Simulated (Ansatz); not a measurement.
**Hf2Si (I4/mcm), stationary points along a deformation path**

These are results of DFT r2SCAN, scalar-relativistic, plane waves, PAW (Ansatz), not measurements. Settings: plane waves to 500 eV, k-mesh 14×14×14 (Γ-centred), Gaussian smearing 0.15 eV. Spin–orbit coupling is left out, which can shift energies with elements as heavy as these. No spin polarisation. Energies are free energies at this smearing, counted from the undisturbed cell; pressure is positive in compression.

The starting cell (relaxed at this level; it needn't be the usual structure):

```yaml
crystal:
  lattice:
    - [-3.27980, 3.27980, 2.58382]
    - [3.27980, -3.27980, 2.58382]
    - [3.27980, 3.27980, -2.58382]
  atoms:
    - { symbol: Hf, position: [0.84345, 0.65655, 0.50000] }
    - { symbol: Hf, position: [0.34345, 0.84345, 0.18690] }
    - { symbol: Hf, position: [0.15655, 0.34345, 0.50000] }
    - { symbol: Hf, position: [0.65655, 0.15655, 0.81310] }
    - { symbol: Si, position: [0.75000, 0.75000, 0.00000] }
    - { symbol: Si, position: [0.25000, 0.25000, 0.00000] }
```

At fixed volume and fractional coordinates, lengths along (0.000, 0.000, 1.000) are scaled against those across it; ρ is that ratio over its starting value. V = 18.530 Å³/atom. Δσ is the stress along the axis less the mean stress across it (compression positive).

```csv
ρ,ΔE (meV/atom),Δσ (GPa),space group
0.850,229.2,36.90,I4/mcm
0.920,59.2,18.63,I4/mcm
0.960,14.0,8.93,I4/mcm
1.000,0.0,0.15,I4/mcm
1.050,17.4,-9.31,I4/mcm
1.100,65.1,-16.75,I4/mcm
1.200,209.4,-25.30,I4/mcm
```

Problem. How does the stress give the slope of the energy, and where is the energy stationary?

Solution. Along the path d ln(length) is 2/3 d ln ρ on the axis and −1/3 d ln ρ across it, so dE/d ln ρ = −(2/3) V Δσ: the energy falls with ρ where Δσ is positive. Δσ vanishes or changes sign between ρ = 1.000 and 1.050, a minimum (near 1.00 by linear interpolation). Pairs of stationary points between two samples would go unseen, and could change a minimum read from distant neighbours into a maximum.

Problem. Integrate that slope from ρ = 1 to 1.200 by the trapezoid rule.

Solution. With V/N in Å³ and 1 eV/Å³ = 160.2 GPa the slopes at ρ = 1.000, 1.050, 1.100, 1.200 are -12, 718, 1291, 1951 meV/atom per unit of ln ρ. The steps add 17.2 + 46.7 + 141.0 = 205.0 meV/atom, against 209.4 from the energies; the trapezoid rule misses the curvature of the slope within each step.

Forces appear on the atoms along this scan, and letting them relax would lower the energy and soften the response. In a metal these slopes depend on the k mesh and the smearing.

Cost: 7 runs of about 11 core-minutes in all, on AMD EPYC 9R45 (Zen 5) (shared hosts).